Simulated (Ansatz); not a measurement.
# Strain and the gap of AgCl (rocksalt)

AgCl built on the rocksalt prototype, relaxed with r2SCAN in the PAW code Ansatz. It is cubic, Fm-3m (No. 225); conventional cell a = 5.546 Å, 21.33 Å³ an atom. Around Ag lie 6 Cl at 2.77 Å; around Cl lie 6 Ag at 2.77 Å.

The axes x, y and z are those of this cell:
```
Ag Cl
1.0
     0.00000    2.77318    2.77318
     2.77318    0.00000    2.77318
     2.77318    2.77318    0.00000
Ag Cl
1 1
Direct
  0.00000 0.00000 0.00000
  0.50000 0.50000 0.50000
```

Unstrained: The PBE gap is indirect, 0.912 eV (L to Γ), below the direct gap of 3.005 eV at Γ–K (0.10 of the way from Γ). With r2SCAN the valence top lies at L and the conduction bottom at Γ, 1.475 eV higher; the smallest vertical gap, at Γ–K (0.10 of the way from Γ), is 3.590 eV. With HSE06 the valence top lies at L and the conduction bottom at Γ, 2.411 eV higher; the smallest vertical gap, at Γ–K (0.10 of the way from Γ), is 4.544 eV. Meshes: PBE 8×8×8, r2SCAN 8×8×8, HSE06 6×6×6. Strains are changes of length per length. After each strain the atoms were relaxed again with r2SCAN within the symmetry that the strain leaves, so tilts or polar shifts that break it weren't tested; points keep the names that they have in the unstrained zone. Spin-unpolarised throughout; all numbers are computed.

Changes of the least gap in eV (an overlap counts as a negative gap):
```tsv
strain	volume change (%)	space group	PBE	r2SCAN	HSE06	energy rise, r2SCAN (meV/atom)
uniaxial +0.5 % along z	+0.5	I4/mmm	-0.015	-0.016	-0.015	0.1
isotropic -0.5 % on every length	-1.5	Fm-3m	-0.004	0.000	-0.006	0.7
epitaxial -5.0 % in the xy plane, free normal strain +6.53 %	-3.9	I4/mmm	-0.326	-0.341	-0.387	30.2
epitaxial -1.0 % in the xy plane, free normal strain +1.13 %	-0.9	I4/mmm	-0.068	-0.069	-0.078	0.9
uniaxial -4.0 % along x	-4.0	I4/mmm	-0.123	-0.121	-0.148	8.7
```

Uniaxial +0.5 % along z, other directions held. HSE06: the gap goes from 2.411 to 2.396 eV (-0.015 eV). Stress change with r2SCAN, compression positive: xx -0.20, yy -0.20, zz -0.34 GPa.

Isotropic -0.5 % on every length. HSE06: the gap goes from 2.411 to 2.405 eV (-0.006 eV). Stress change with r2SCAN, compression positive: xx +0.79, yy +0.79, zz +0.79 GPa. For HSE06, dE_g/d ln V = 0.4 eV over this step.

Epitaxial -5.0 % in the xy plane, free normal strain +6.53 %. HSE06: the gap goes from 2.411 to 2.024 eV (-0.387 eV). Stress change with r2SCAN, compression positive: xx +5.38, yy +5.38, zz +0.04 GPa.

Epitaxial -1.0 % in the xy plane, free normal strain +1.13 %. HSE06: the gap goes from 2.411 to 2.333 eV (-0.078 eV). Stress change with r2SCAN, compression positive: xx +0.73, yy +0.73, zz +0.05 GPa.

Uniaxial -4.0 % along x, other directions held. HSE06: the gap goes from 2.411 to 2.263 eV (-0.148 eV). Stress change with r2SCAN, compression positive: xx +3.67, yy +1.86, zz +1.86 GPa.

Spin-orbit coupling is left out.

The meshes of the hybrids are coarse, so their gaps aren't converged to the digits shown.
